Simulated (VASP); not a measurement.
# Bi (R-3m) in VASP: notebook, part 2 of 2

VASP 6.6.1.

### 5 Relaxation of cell and atoms, PBE+D3(BJ)

The input, INCAR:

```
PREC = Accurate
ENCUT = 600
EDIFF = 1E-7
ISMEAR = 0
SIGMA = 0.1
LREAL = False
LASPH = True
NELM = 60
ALGO = Normal
ISIF = 3
LWAVE = False
LCHARG = False
GGA = PE
IVDW = 12
IBRION = 2
NSW = 90
EDIFFG = -0.005
```

The input, KPOINTS:

```
regular mesh
0
Gamma
  12 12 12
```

The input, POSCAR:

```
Bi
1.0
    2.2675000000      1.3091417400      3.9380000000
   -2.2675000000      1.3091417400      3.9380000000
    0.0000000000     -2.6182834700      3.9380000000
Bi
2
Direct
    0.2340000000      0.2340000000      0.2340000000
    0.7660000000      0.7660000000      0.7660000000
```

Potentials or basis: VASP PAW PBE potentials, release 64 (Bi_d).

Launch:

```sh
cat potpaw_PBE.64/Bi_d/POTCAR > POTCAR
mpirun -np 1 vasp_std > vasp.out
```

OUTCAR:

```text
PREC = Accurate
   ENCUT = 600
   EDIFF = 1E-7
   ISMEAR = 0
   LREAL = False
   LASPH = True
   NELM = 60
   ISIF = 3
   GGA = PE
   IVDW = 12
   IBRION = 2
   NSW = 90
   EDIFFG = -0.005
 IVDW          = 12

 ion  position               nearest neighbor table
   1  0.234  0.234  0.234-   2 3.06   2 3.06   2 3.06   2 3.52   2 3.52   2 3.52
   2  0.766  0.766  0.766-   1 3.06   1 3.06   1 3.06   1 3.52   1 3.52   1 3.52

  LATTYP: Found a trigonal (rhomboedric) cell.
 ALAT       =     4.7289800534
 COS(alpha) =     0.5401781297

  Lattice vectors:

 A1 = (   2.2675000000,   1.3091417400,   3.9380000000)
 A2 = (  -2.2675000000,   1.3091417400,   3.9380000000)
 A3 = (   0.0000000000,  -2.6182834700,   3.9380000000)

Analysis of symmetry for initial positions (statically):
=====================================================================
 Subroutine PRICEL returns:
[... 179 lines left out ...]

 E8    (eV) :    -0.4524
[... 271 lines left out ...]
--------------------------------------- Ionic step        8  -------------------------------------------

 number of electron      30.0000004 magnetization

 Free energy of the ion-electron system (eV)
  ---------------------------------------------------
  ext. energy  EPLUGINS =         0.00000000
  ---------------------------------------------------
  free energy    TOTEN  =        -7.74566908 eV

  energy without entropy =       -7.74450125  energy(sigma->0) =       -7.74508517

 E-fermi :   6.5318     XC(G=0):  -9.6268

 val. band max:        6.5196220447   @ k =   0.4167   0.0833   0.0833
 cond. band min:       6.6220267551   @ k =   0.4167   0.0000  -0.0000
 fundamental gap:      0.1024047104
 Fermi energy:         6.5318086681

 k-point     1 :       0.0000    0.0000    0.0000
  band No.  band energies     occupation
      1     -16.4101      2.00000
      2     -16.4101      2.00000
      3     -16.2569      2.00000
      4     -16.2569      2.00000
      5     -16.2472      2.00000
      6     -16.0696      2.00000
[... 505 lines left out ...]
      6     -16.1562      2.00000
[... 11 lines left out ...]
     18       9.8087      0.00000
     19      13.3897      0.00000

 [... further k-points ...]

------------------------ aborting loop because EDIFF is reached ----------------------------------------

 Edisp (eV)   -0.92421

 E8    (eV) :    -0.4592
[... 25 lines left out ...]
  FREE ENERGIE OF THE ION-ELECTRON SYSTEM (eV)
  ---------------------------------------------------
  free  energy   TOTEN  =        -8.6698819654 eV

  energy  without entropy=       -8.6687141344  energy(sigma->0) =       -8.66929805

 reached required accuracy - stopping structural energy minimisation
```

OSZICAR:

```text
N       E                     dE             d eps       ncg     rms          rms(c)
DAV:   1     0.305027004835E+03    0.30503E+03   -0.17956E+04  7182   0.209E+03
DAV:   2     0.171491735360E+02   -0.28788E+03   -0.28317E+03  7203   0.480E+02
[... 76 lines left out ...]
DAV:   1    -0.774662767893E+01   -0.48157E-03   -0.64913E-02  8018   0.215E+00    0.173E-01
DAV:   2    -0.774605867394E+01    0.56900E-03   -0.31177E-03  8420   0.917E-01    0.107E-01
DAV:   3    -0.774564482130E+01    0.41385E-03   -0.76705E-04 10380   0.587E-01    0.115E-02
DAV:   4    -0.774566813065E+01   -0.23309E-04   -0.25751E-04  7695   0.218E-01    0.778E-03
DAV:   5    -0.774566963335E+01   -0.15027E-05   -0.14320E-05 10441   0.472E-02    0.302E-03
DAV:   6    -0.774566905766E+01    0.57569E-06   -0.12648E-06  9384   0.213E-02    0.151E-03
DAV:   7    -0.774566908285E+01   -0.25195E-07   -0.21666E-07  4058   0.717E-03
   8 F= -.86698820E+01 E0= -.86692980E+01  d E =-.713106E-03
```

CONTCAR:

```text
Bi
   1.00000000000000
     2.2665717964868377    1.3086058414023241    3.8834112086987074
    -2.2665717964868377    1.3086058414023241    3.8834112086987074
    -0.0000000000000000   -2.6172116729477777    3.8834112087447221
  Bi
     2
Direct
     0.2371935743402868    0.2371935743402868    0.2371935743402841
     0.7628064256597131    0.7628064256597131    0.7628064256597158

  0.00000000E+00  0.00000000E+00  0.00000000E+00
  0.00000000E+00  0.00000000E+00  0.00000000E+00
```

Wall time 16 min (1 thread of Intel Xeon Platinum 8559C (Emerald Rapids), shared host); peak memory 0.43 GiB.

What came out:

```
Free energy                            : -8.6699 eV
Relaxed volume                         : 34.56 Å³/atom
Relaxed cell                           : a = 4.683 Å, b = 4.683 Å, c = 4.683 Å, α = 57.89°, β = 57.89°, γ = 57.89°
Space group after relaxing (to 0.05 Å) : R-3m (No. 166)
Energy gained by relaxing              : 4.1 meV/atom
Ionic steps                            : 8
Pressure after relaxing                : 0.0 GPa
Band gap on the k mesh                 : none (metal or under the smearing width)
Dispersion energy per atom             : -0.462 eV
```

Step by step:
```tsv
step	energy change (eV)	largest force (eV/Å)	pressure (GPa)	volume (Å³)
1	0.0000	0.2292	0.07	70.14
2	-0.0038	0.1221	-0.27	70.29
3	-0.0049	0.0258	-0.57	70.44
4	-0.0071	0.0123	-0.17	69.65
5	-0.0074	0.0056	0.03	69.27
6	-0.0077	0.0049	0.02	69.24
7	-0.0081	0.0025	0.01	69.15
8	-0.0081	0.0017	0.01	69.11
```

Final structure:
```xyz
2
Lattice="2.2666 1.3086 3.8834 -2.2666 1.3086 3.8834 0.0000 -2.6172 3.8834" Properties=species:S:1:pos:R:3 pbc="T T T"
Bi    0.0000    0.0000    2.7634
Bi    0.0000    0.0000    8.8869
```

Levels at points of the mesh, in eV from the Fermi level:
| k point | band 12 | band 13 | band 14 | band 15 | band 16 | band 17 | band 18 | band 19 |
| --- | --- | --- | --- | --- | --- | --- | --- | --- |
| (0.00, 0.00, 0.00) | -7.41 | -1.50 | -1.24 | -1.24 | 2.76 | 3.05 | 3.05 | 5.52 |
| (0.50, 0.00, 0.00) | -10.62 | -1.13 | -1.00 | -0.26 | -0.25 | 0.37 | 0.78 | 7.73 |
| (0.50, 0.50, 0.00) | -9.41 | -4.83 | -3.11 | -2.97 | 2.48 | 5.03 | 5.37 | 6.95 |
| (0.50, 0.50, 0.50) | -10.15 | -0.80 | -0.52 | -0.52 | 0.52 | 0.52 | 0.56 | 7.30 |

Caveat: spin-orbit coupling is left out, which moves the levels of the heavy elements; pairwise dispersion overbinds metals, which lowers pressure and volume.

### 6 Relaxation of cell and atoms, PBEsol

INCAR: that of step 5 with these lines changed.

```diff
@@ -1,3 +1,3 @@
 PREC = Accurate
-ENCUT = 600
+ENCUT = 300
 EDIFF = 1E-7
@@ -12,4 +12,3 @@
 LCHARG = False
-GGA = PE
-IVDW = 12
+GGA = PS
 IBRION = 2
```

KPOINTS is that of step 5.

POSCAR is that of step 5.

Potentials or basis: VASP PAW PBE potentials, release 64 (Bi_d).

Launch:

```sh
cat potpaw_PBE.64/Bi_d/POTCAR > POTCAR
mpirun -np 1 vasp_std > vasp.out
```

It took 6.1 min on 1 thread of Intel Xeon Platinum 8559C (Emerald Rapids), shared host; peak memory 0.23 GiB.

It converged, with:

```yaml
Free_energy: -8.6127 eV
Relaxed_volume: 33.92 Å³/atom
Relaxed_cell: a = 4.645 Å, b = 4.645 Å, c = 4.645 Å, α = 58.14°, β = 58.14°, γ = 58.14°
Space_group_after_relaxing_to_0.05_Å: R-3m (No. 166)
Energy_gained_by_relaxing: 6.0 meV/atom
Ionic_steps: 12
Pressure_after_relaxing: 0.0 GPa
Band_gap_on_the_k_mesh: none (metal or under the smearing width)
```

Forces on the atoms (eV/Å):
```
Bi   0.000  0.000  0.002
Bi   0.000  0.000 -0.002
```

Step by step:
| step | energy change (eV) | largest force (eV/Å) | pressure (GPa) | volume (Å³) |
| --- | --- | --- | --- | --- |
| 1 | 0.0000 | 0.1590 | -0.72 | 70.14 |
| 2 | -0.0054 | 0.1992 | 0.21 | 68.55 |
| 3 | -0.0054 | 0.2030 | 0.31 | 68.39 |
| 4 | -0.0095 | 0.0960 | 0.16 | 68.18 |
| 5 | -0.0109 | 0.0043 | 0.04 | 67.96 |
| 6 | -0.0115 | 0.0040 | -0.06 | 68.04 |
| 7 | -0.0118 | 0.0038 | -0.17 | 68.13 |
| 8 | -0.0118 | 0.0298 | 0.18 | 67.65 |
| 9 | -0.0119 | 0.0132 | 0.00 | 67.89 |
| 10 | -0.0119 | 0.0134 | 0.01 | 67.89 |
| 11 | -0.0119 | 0.0083 | 0.01 | 67.87 |
| 12 | -0.0119 | 0.0022 | 0.00 | 67.84 |

Final structure:
```xyz
2
Lattice="2.2567 1.3029 3.8451 -2.2567 1.3029 3.8451 0.0000 -2.6058 3.8451" Properties=species:S:1:pos:R:3 pbc="T T T"
Bi    0.0000    0.0000    2.7396
Bi    0.0000    0.0000    8.7958
```

Levels at points of the mesh, in eV from the Fermi level:
```
           k point  band 11  band 12  band 13  band 14  band 15  band 16  band 17  band 18  band 19
(0.00, 0.00, 0.00)   -13.29    -7.36    -1.51    -1.28    -1.28     2.80     3.09     3.09     5.49
(0.50, 0.00, 0.00)   -11.22   -10.71    -1.11    -1.00    -0.30    -0.25     0.35     0.74     7.77
(0.50, 0.50, 0.00)   -11.34    -9.42    -4.97    -3.18    -3.07     2.40     5.13     5.43     7.12
(0.50, 0.50, 0.50)   -11.79   -10.23    -0.84    -0.54    -0.54     0.47     0.47     0.53     7.33
```

Caveat: the cutoff is under 1.25 times the usual one of these potentials, so pressure, stress and relaxed cells hold a basis-set (Pulay) error; the PAW data sets were made with another functional, which shifts forces and pressure a little; spin-orbit coupling is left out, which moves the levels of the heavy elements.

### 7 Summary

```csv
level,potentials or basis,cutoff (eV),gap on the mesh (eV),pressure (GPa),relaxed volume (Å³/atom)
PBEsol,"VASP PAW PBE potentials, release 64 (Bi_d)",600,none,0.0,34.40
LDA,"VASP PAW LDA potentials, release 64 (Bi_d)",600,none,0.0,33.58
PBE,"VASP PAW PBE potentials, release 64 (Bi_d)",600,none,0.0,36.82
PBE+D3(BJ),"VASP PAW PBE potentials, release 64 (Bi_d)",600,none,0.0,34.56
PBEsol,"VASP PAW PBE potentials, release 64 (Bi_d)",300,none,0.0,33.92
```

Alike in all rows: task relaxation of cell and atoms; no spin polarisation; cell relaxed; k mesh 12 × 12 × 12; smearing gaussian 0.1 eV.

Caveats: spin-orbit coupling is left out, which moves the levels of the heavy elements; the PAW data sets were made with another functional, which shifts forces and pressure a little (some runs); pairwise dispersion overbinds metals, which lowers pressure and volume (some runs); the cutoff is under 1.25 times the usual one of these potentials, so pressure, stress and relaxed cells hold a basis-set (Pulay) error (some runs).

Absolute energies hang on the potentials; compare differences alone.
